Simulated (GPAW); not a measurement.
Runs of GPAW 26.7.0 on MgO. Symmetry: Fm-3m, No. 225, cubic system. The conventional cell has a = 4.194 Å, b = 4.194 Å, c = 4.194 Å, α = 90.00°, β = 90.00°, γ = 90.00°. Mg (site symmetry m-3m) is surrounded by 6 O at 2.10 Å. O (site symmetry m-3m) has 6 Mg at 2.10 Å as nearest neighbours. The cell is a database's computed one.

| task | level | potentials or basis | cell | k mesh | band path | band points | eigensolver | optimizer | fmax | gap on the mesh (eV) | pressure (GPa) | relaxed volume (Å³/atom) |
| --- | --- | --- | --- | --- | --- | --- | --- | --- | --- | --- | --- | --- |
| band structure | r2SCAN | GPAW PAW data sets (gpaw-data 1.2.1), pw | as given | 9 × 9 × 9 | GXWKGLUWLK,UX | 100 | - | - | - | 5.80 | 2.0 | - |
| relaxation of cell and atoms | BLYP | PAW data sets generated in the run's folder for this functional, pw | relaxed | 11 × 11 × 11 | - | - | davidson | LBFGS | 0.01 eV/Å | 4.66 | 0.0 | 9.72 |
| relaxation of cell and atoms | PBEsol+D3(BJ) | PAW data sets generated in the run's folder for this functional, pw | relaxed | 11 × 11 × 11 | - | - | - | BFGS | 0.02 eV/Å | 4.86 | 0.0 | (b) |
| relaxation of cell and atoms | revPBE+D4 | the program's PAW data sets (release 1.2.1) made for this functional, pw | relaxed | 11 × 11 × 11 | - | - | - | FIRE | 0.02 eV/Å | 4.73 | -0.3 | 9.46 |
| relaxation of cell and atoms | PBE+D3(BJ) | GPAW PAW data sets (gpaw-data 1.2.1), pw | relaxed | 11 × 11 × 11 | - | - | - | LBFGS | 0.02 eV/Å | (a) | 0.0 | 9.31 |

Alike in all rows: no spin polarisation; cutoff (eV) 800; smearing fermi-dirac 0.05 eV.

Q: Fill in the values left out.

A: (a) 4.80; (b) 9.15.

Caveats: later steps reuse the first step's grids (some runs); an odd mesh through Γ misses points on the zone boundary, where band edges often lie (some runs); the PAW data sets were made with another functional, which shifts forces and pressure a little (some runs).

Not every run made on this cell is shown here.
